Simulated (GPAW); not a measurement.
Write an ASE script for GPAW 26.7.0 that does the following.

* Task: band structure
* Functional: RPBE
* Potentials or basis: the program's PAW data sets (release 1.2.1) made for this functional
* Cutoff: 800 eV
* Basis: pw
* k mesh: 10 × 10 × 10
* Occupations: fermi-dirac, width 0.05 eV
* Spin: no spin polarisation
* Maxiter: 150
* Band path: GMKGALHA,LM,KH
* Band points: 80

TiC:

```
CELL_PARAMETERS angstrom
3.04209 0.00000 0.00000
-1.52104 2.63452 0.00000
0.00000 0.00000 2.69797
ATOMIC_POSITIONS crystal
Ti 0.00000 0.00000 0.50000
C 0.33333 0.66667 0.00000
```

The cell was built by a generator and needn't be a form met in nature.

One way to write it, as run:

run.py

```python
from ase import Atoms
from ase.dft.bandgap import bandgap
from ase.io import write
from ase.units import Bohr, GPa
from gpaw import GPAW, PW
from gpaw.elf import elf_from_dft_calculation

atoms = Atoms(['Ti', 'C'],
              cell=[[3.0420856234, 0.0, 0.0],
                    [-1.5210428117, 2.6345234303, 0.0],
                    [0.0, 0.0, 2.69797]],
              scaled_positions=[[0.0, 0.0, 0.5],
                                [0.3333333333, 0.6666666667, 0.0]],
              pbc=True)

calc = GPAW(mode=PW(800),
            xc='RPBE',
            kpts={'size': (10, 10, 10), 'gamma': True},
            occupations={'name': 'fermi-dirac', 'width': 0.05},
            nbands=18,
            convergence={'density': 1e-05, 'energy': 1e-05},
            maxiter=150,
            txt='gpaw.txt')
atoms.calc = calc
energy = atoms.get_potential_energy()
forces = atoms.get_forces()
stress = atoms.get_stress()
calc.write('gs.gpw')
write('result.traj', atoms)
print(f'Energy: {energy:.6f} eV')
print('Forces (eV/A):')
print(forces.round(4))
print('Stress (GPa):', (stress / GPa).round(3))
print('Fermi level:', round(calc.get_fermi_level(), 4), 'eV')
print(f'Gap: {bandgap(calc)[0]:.4f} eV, direct: {bandgap(calc, direct=True)[0]:.4f} eV')

# fields on the real-space grid
write('density.cube', atoms, data=calc.get_pseudo_density() * Bohr**3)
write('potential.cube', atoms, data=calc.get_electrostatic_potential())
write('elf.cube', atoms, data=elf_from_dft_calculation(calc).data)

path = atoms.cell.bandpath('GMKGALHA,LM,KH', npoints=80, eps=1e-4)
bs_calc = calc.fixed_density(kpts=path, symmetry='off', nbands=27,
                             convergence={'bands': 'CBM+6.0', 'eigenstates': 1e-6}, txt='bands.txt')
bs = bs_calc.band_structure()
bs.write('bs.json')
print(f'Gap on the path: {bandgap(bs_calc)[0]:.4f} eV')
```

Potentials or basis: the program's PAW data sets (release 1.2.1) made for this functional, pw.

Command:

```sh
$ OMP_NUM_THREADS=1 python run.py
```

Results of the run:

```json
{
  "Pressure": "4.7 GPa",
  "Band gap along the path": "none (metal or under the smearing width)"
}
```

It took 36 s on 1 thread of Arm Neoverse V2 (shared host), peak memory 0.25 GiB.
